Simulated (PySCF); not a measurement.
## How well do the runs reproduce experiment for phenylacetylene?

**The experiment to reproduce.**

NIST CCCBDB Release 22 (SRD 101), experimental dipoles lists, for the gas: dipole moment 0.656 D.

How close the calculation comes is told at the end.

Compound: phenylacetylene, C8H6.
Numbering: `[CH:1]#[C:2][c:3]1[cH:4][cH:5][cH:6][cH:7][cH:8]1` (hydrogens: H9 on C1; H10 on C4; H11 on C5; H12 on C6; H13 on C7; H14 on C8)

Structure used (PBE0-D3(BJ)/def2-SVP), in Å, numbered top down from 1:
```
atom  x, y, z in Å
C1     2.249    2.029    1.678
C2     1.446    1.344    1.080
C3     0.500    0.536    0.376
C4    -0.024    0.967   -0.855
C5    -0.944    0.179   -1.539
C6    -1.353   -1.044   -1.008
C7    -0.838   -1.479    0.214
C8     0.082   -0.698    0.904
H9     2.960    2.637    2.206
H10    0.301    1.925   -1.265
H11   -1.345    0.523   -2.495
H12   -2.076   -1.660   -1.547
H13   -1.157   -2.436    0.632
H14    0.489   -1.033    1.860
```

Runs made with PySCF (gas phase, on this PBE0-D3(BJ)/def2-SVP geometry; no spin–orbit coupling):

| level | job | basis functions |
| --- | --- | --- |
| PBE0/pcSseg-1 | shieldings | 166 |
| B97-D/pcSseg-1 | shieldings, ring-centre shieldings | 166 |
| BHandHLYP/pcSseg-1 | shieldings, ring-centre shieldings | 166 |
| BLYP/pcSseg-1 | shieldings, ring-centre shieldings | 166 |
| CAM-B3LYP/pcSseg-1 | shieldings, ring-centre shieldings | 166 |
| LDA/pcSseg-1 | shieldings, ring-centre shieldings | 166 |
| WP04/pcSseg-1 | shieldings, ring-centre shieldings | 166 |
| PBE0/cc-pVDZ | shieldings, ring-centre shieldings, charges and field gradients | 142 |
| BP86/pcSseg-1 | shieldings | 166 |
| PBE0/STO-3G | shieldings, charges and field gradients | 46 |
| BHandHLYP/def2-SVPD | 10 singlets by full TDDFT, 4 Tamm–Dancoff triplets, polarisability, ΔSCF ions | 208 |
| PBE0/def2-SVPD | 10 singlets by full TDDFT, 4 Tamm–Dancoff triplets, polarisability, ΔSCF ions | 208 |

## Comparison

**Dipole moment.** Measured: 0.656 D (NIST CCCBDB Release 22 (SRD 101), experimental dipoles).

```json
{"level": "PBE0/pcSseg-1", "computed (D)": "0.664", "computed − measured (D)": "+0.008", "% (from the printed values)": "+1"}
{"level": "B97-D/pcSseg-1", "computed (D)": "0.656", "computed − measured (D)": "0.000", "% (from the printed values)": "0"}
{"level": "BHandHLYP/pcSseg-1", "computed (D)": "0.685", "computed − measured (D)": "+0.029", "% (from the printed values)": "+4"}
{"level": "BLYP/pcSseg-1", "computed (D)": "0.650", "computed − measured (D)": "-0.006", "% (from the printed values)": "-1"}
{"level": "CAM-B3LYP/pcSseg-1", "computed (D)": "0.661", "computed − measured (D)": "+0.005", "% (from the printed values)": "+1"}
{"level": "LDA/pcSseg-1", "computed (D)": "0.638", "computed − measured (D)": "-0.018", "% (from the printed values)": "-3"}
{"level": "WP04/pcSseg-1", "computed (D)": "0.664", "computed − measured (D)": "+0.008", "% (from the printed values)": "+1"}
{"level": "PBE0/cc-pVDZ", "computed (D)": "0.661", "computed − measured (D)": "+0.005", "% (from the printed values)": "+1"}
{"level": "BP86/pcSseg-1", "computed (D)": "0.654", "computed − measured (D)": "-0.002", "% (from the printed values)": "0"}
{"level": "PBE0/STO-3G", "computed (D)": "0.455", "computed − measured (D)": "-0.201", "% (from the printed values)": "-31"}
{"level": "BHandHLYP/def2-SVPD", "computed (D)": "0.704", "computed − measured (D)": "+0.048", "% (from the printed values)": "+7"}
{"level": "PBE0/def2-SVPD", "computed (D)": "0.683", "computed − measured (D)": "+0.027", "% (from the printed values)": "+4"}
```

12 of the 36 levels run are shown, the closest and the furthest among them. The computed dipoles belong to one fixed geometry; measured ones are averaged over vibrations unless marked μe. Magnitudes are compared, not signs.

No measured geometry was used, and the causes of the misses weren't examined.
